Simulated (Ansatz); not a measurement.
HfO₂ (fluorite): a single-point calculation in Ansatz 0.2.0 (HSE06). The cell was relaxed with r2SCAN and then strained (epitaxial +2.73 % in the xy plane, free normal strain -0.87 %), with the atoms relaxed again with r2SCAN; k points keep the names of the unstrained zone.

```yaml
crystal:
  lattice:
    - [0.0, 2.5982289967, 2.5071283606]
    - [2.5982289967, 0.0, 2.5071283606]
    - [2.5982289967, 2.5982289967, 0.0]
  atoms:
    - { symbol: Hf, position: [0.0, 0.0, 0.0] }
    - { symbol: O, position: [0.25, 0.25, 0.25] }
    - { symbol: O, position: [0.75, 0.75, 0.75] }
kpoints:
  mp_grid: { grid: [6, 6, 6] }
  band_path:
    path:
      - [0.0, 0.0, 0.0]
      - [0.5, 0.0, 0.5]
      - [0.625, 0.25, 0.625]
      - [0.375, 0.375, 0.75]
      - [0.5, 0.5, 0.5]
      - [0.5, 0.25, 0.75]
      - [0.5, 0.5, 0.0]
    npoints: 1
hamiltonian:
  xc: hse06
scf:
  occupations: { method: fixed }
  n_extra_bands: 4
output:
  forces: true
  stress: true
  eigenvalues: true
```

The output follows, shortened, with numbered blanks.
```
scf.n_extra_bands = 4 over 19 filled bands (N_el = 38.0): the run solves 23 bands
Pseudopotential: Hf, paw, valence charge 26, recommended cutoff 420 eV (normal)
Pseudopotential: O, paw, valence charge 6, recommended cutoff 420 eV (normal)
Functional definition: HSE06
Crystal: 3 atoms, lattice volume = 33.850 Å³
Basis set: ecut = 420 eV, 653 PW (Γ)
Symmetry: 16 space group operations
Space group: I4/mmm (ITA 139)
k-points: 30 of 216
Exchange kernel: α = 0.2500, screened, ω = 0.2079 Å⁻¹, Wigner–Seitz truncation, v(0) = 1045.8365 eV·Å³, q-mesh 6×6×6
hybrid outer 1: dexx = +2.059e-2 eV, tail = 1.15e-3 eV
hybrid outer 2: dexx = +3.413e-6 eV, tail = 1.55e-7 eV, Δε = 1.03e-2 eV
hybrid outer 3: dexx = +2.198e-9 eV, tail = 1.24e-9 eV, Δε = 1.47e-4 eV, ΔF = 2.60e-18 eV/Å
Free energy (F): -16861.530334 eV
[1]
--- Forces (eV/Å), atoms counted from 1 ---
  atom   1  Hf      0.00000      0.00000      0.00000
  atom   2  O       0.00000      0.00000      0.00000
  atom   3  O       0.00000      0.00000      0.00000
--- Stress (GPa, compression-positive) ---
      -16.887745       0.000000       0.000000
        0.000000     -16.887745       0.000000
        0.000000       0.000000      -0.351466
  P = ⅓ Tr σ = -11.3757 GPa (-113.757 kbar)
--- Band table (eV; the first three rows and the last of 30) ---
[2]
```

The rows of the band table are 0: (0, 0, 0) = Γ, 1: (0, 0, 1/6), 2: (0, 0, 1/3), 29: (-1/2, -1/2, 0) = X.

Question: Give the withheld lines. They hold the Fermi energy and the band table.

Answer:
```
[1]
Fermi energy:    14.523135 eV
[2]
  k-point 0: bands = […, 8.6786, 8.7526, 8.7526, 13.4663, 13.4663, 13.9356, 19.5237, 19.8113, 21.4193, 26.2241]
  k-point 1: bands = […, 8.9857, 9.0100, 9.4510, 12.7779, 13.0490, 13.3922, 19.9995, 20.2145, 22.3526, 25.1149]
  k-point 2: bands = […, 9.5217, 9.5975, 10.8019, 11.5760, 12.4607, 12.6234, 20.4874, 20.5111, 22.5054, 25.2486]
  k-point 29: bands = […, 7.5612, 10.5524, 10.5524, 12.5800, 12.5800, 14.5231, 19.5208, 21.4186, 22.6427, 24.0486]
```
Only the leading digits can be foreseen; the rest is this run's record.

The HSE06 gap is indirect, 4.98 eV (X to X), below the direct gap of 5.00 eV at X. Least and direct gap differ so little that the kind isn't settled. The gap is the least over the mesh and the extra points. The mean pressure at these positions is -11.4 GPa, compression counted positive. (The program warns that its thresholds are loose for a hybrid's stress.)

Run as `ansatz run input.yaml --threads 4 --pin off --max-ram 3686MiB --backend cpu --events-out ev --progress --plain --runs-dir out`.

Spin-unpolarised throughout; all numbers are computed.

No spin-orbit coupling is included; it can move band edges with weight on the heavy atoms by tenths of an eV.

The meshes of the hybrids are coarse, so their gaps aren't converged to the digits shown.
